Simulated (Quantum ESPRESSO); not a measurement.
Set up this calculation in Quantum ESPRESSO 7.5, as the native input.

- Task: work function
- Functional: PBE
- Dispersion: D3
- Potentials or basis: JTH 2.0 PBE
- Cutoff: 490 eV
- Density cutoff: 2939 eV
- k mesh: 11 × 11 × 1
- Occupations: gaussian, width 0.05 eV
- Spin: collinear spin, antiferromagnetic start
- Starting moments: [2.0, -2.0, 2.0, -2.0, 2.0, -2.0] μB
- Boundary across the vacuum: none
- Real-space augmentation (tqr): yes
- Mixing mode: local-TF
- Mixing beta: 0.3
- Most SCF iterations: 150
- SCF threshold: 6e-09 Ry

V, a slab with vacuum:

```
V
1.0
     2.67993    0.00000    0.00000
    -1.33997    2.32089    0.00000
     0.00000    0.00000   25.94079
V
6
Cartesian
  1.3400 0.7736 7.5000
  0.0000 1.5473 9.6882
  0.0000 0.0000 11.8763
  1.3400 0.7736 14.0645
  0.0000 1.5473 16.2526
  0.0000 0.0000 18.4408
```

The slab is cut from a database's or a generator's crystal, which needn't be the stable form of the element.

The input as run:

pw.in

```
&CONTROL
  calculation = 'scf'
  prefix = 'pwscf'
  outdir = './tmp'
  pseudo_dir = './pseudo'
  tprnfor = .true.
  disk_io = 'low'
/
&SYSTEM
  ibrav = 0
  celldm(1) = 8
  nat = 6
  ntyp = 2
  ecutwfc = 36
  ecutrho = 216
  nbnd = 54
  occupations = 'smearing'
  smearing = 'gaussian'
  degauss = 0.00367493
  nspin = 2
  starting_magnetization(1) = 0.1538
  starting_magnetization(2) = -0.1538
  vdw_corr = 'grimme-d3'
  dftd3_version = 3
/
&ELECTRONS
  conv_thr = 6d-09
  electron_maxstep = 150
  mixing_beta = 0.3
  mixing_mode = 'local-TF'
  tqr = .true.
/
ATOMIC_SPECIES
V1    50.9415 V.GGA_PBE-JTH.UPF
V2    50.9415 V.GGA_PBE-JTH.UPF
CELL_PARAMETERS alat
  0.6330428270248   0.0000000000000  -0.0000000000000
 -0.3165214135124   0.5482311698870   0.0000000000000
  0.0000000000000   0.0000000000000   6.1276230029061
ATOMIC_POSITIONS crystal
V1     0.6666666667    0.3333333333    0.2891199803
V2     0.3333333333    0.6666666667    0.3734719882
V1     0.0000000000    0.0000000000    0.4578239961
V2     0.6666666667    0.3333333333    0.5421760039
V1     0.3333333333    0.6666666667    0.6265280118
V2     0.0000000000    0.0000000000    0.7108800197
K_POINTS automatic
11 11 1 0 0 0
```

pp_density.in

```
&INPUTPP
  prefix = 'pwscf'
  outdir = './tmp'
  filplot = 'density.dat'
  plot_num = 0
/
&PLOT
  nfile = 1
  filepp(1) = 'density.dat'
  iflag = 3
  output_format = 6
  fileout = 'density.cube'
/
```

pp_potential.in

```
&INPUTPP
  prefix = 'pwscf'
  outdir = './tmp'
  filplot = 'potential.dat'
  plot_num = 11
/
&PLOT
  nfile = 1
  filepp(1) = 'potential.dat'
  iflag = 3
  output_format = 6
  fileout = 'potential.cube'
/
```

pp_spin.in

```
&INPUTPP
  prefix = 'pwscf'
  outdir = './tmp'
  filplot = 'spin.dat'
  plot_num = 6
/
&PLOT
  nfile = 1
  filepp(1) = 'spin.dat'
  iflag = 3
  output_format = 6
  fileout = 'spin.cube'
/
```

Potentials or basis: JTH 2.0 PBE.

The run is started by

```console
$ OMP_NUM_THREADS=1 mpirun -n 2 pw.x -nk 2 -in pw.in > pw.out
$ OMP_NUM_THREADS=1 mpirun -n 1 pp.x -in pp_density.in > pp_density.out
$ OMP_NUM_THREADS=1 mpirun -n 1 pp.x -in pp_potential.in > pp_potential.out
$ OMP_NUM_THREADS=1 mpirun -n 1 pp.x -in pp_spin.in > pp_spin.out
```

Results of the run:

```yaml
Largest_force: 0.046 eV/Å
Band_gap_on_the_k_mesh: none (metal or under the smearing width)
Net_moment: 0.00 μB per cell
Absolute_moment: 1.71 μB per cell
Site_moments: V +0.60, -0.03, +0.01, -0.01, +0.03, -0.60 μB
Valence_electrons_inside_the_program's_atomic_spheres: V 11.38, 11.46, 11.47
Work_function_of_the_upper_face: 4.63 eV
Work_function_of_the_lower_face: 4.63 eV
```

Caveat: real space augmentation costs some meV and hundredths of eV per Å.

Wall time 12 min on 2 MPI ranks on Arm Neoverse V1, with other jobs on the host, peak memory 0.46 GiB a rank.
